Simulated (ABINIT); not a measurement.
Here is an ABINIT 10.8.3 (patched build) calculation.

run.abi

```
# Pseudopotentials
pp_dirpath "./"
pseudos "Bi.GGA_PBE-JTH.xml"

# Structure
acell 4.7289800521 4.7289800521 4.7289800521 Angstrom
rprim
     0.4794902865     0.2768338460     0.8327377059
    -0.4794902865     0.2768338460     0.8327377059
     0.0000000000    -0.5536676920     0.8327377059
ntypat 1
znucl 83
natom 2
typat 1 1
xcart
     0.0000000000     0.0000000000    17.1011219182
     0.0000000000     0.0000000000     5.2241025181
chkprim 0
chksymtnons 0
tolsym 1.0e-6

# Plane-wave basis
ecut 26.0
pawecutdg 48.0

# k points
kptopt 1
ngkpt 6 6 6
nshiftk 1
shiftk 0.0 0.0 0.0

# Exchange and correlation
ixc -497498
usekden 1
pawxcdev 0

# Bands and occupations
nband 19
occopt 3
tsmear 0.00183747

# SCF cycle
nstep 100
tolvrs 1.0e-7

# Output
iomode 3
prtwf 0
prtden 0
prteig 0
prtebands 0
enunit 2

# Relaxation
ionmov 22
ntime 60
tolmxf 5.0e-5
optcell 2
dilatmx 1.08
ecutsm 0.5
```

Potentials or basis: JTH PAW PBE v2.0.

Launch:

```bash
$ mpirun --bind-to none -np 4 abinit run.abi > log 2>&1
```

**Question.** Estimate the relaxed cell.

**Answer.** a = 4.885 Å, b = 4.885 Å, c = 4.885 Å, α = 55.42°, β = 55.42°, γ = 55.42°.

**Question.** Estimate the space group after relaxing (to 0.05 Å).

**Answer.** R-3m (No. 166).

**Question.** What does it give for the band gap on the k mesh?

**Answer.** None (metal or under the smearing width).

**Question.** Predict the relaxed volume.

**Answer.** 36.82 Å³/atom.

Final structure:
```cif
data_structure
_symmetry_space_group_name_H-M 'P 1'
_symmetry_Int_Tables_number 1
_cell_length_a 4.8848
_cell_length_b 4.8848
_cell_length_c 4.8848
_cell_angle_alpha 55.417
_cell_angle_beta 55.417
_cell_angle_gamma 55.417
_cell_volume 73.65
loop_
_atom_site_label
_atom_site_type_symbol
_atom_site_fract_x
_atom_site_fract_y
_atom_site_fract_z
_atom_site_occupancy
Bi1 Bi 0.76876 0.76876 0.76876 1
Bi2 Bi 0.23124 0.23124 0.23124 1
```

Caveat: the PAW data sets were made with another functional, which shifts forces and pressure a little; spin-orbit coupling is left out, which moves the levels of the heavy elements. Zero-point motion and thermal expansion aren't in these numbers.
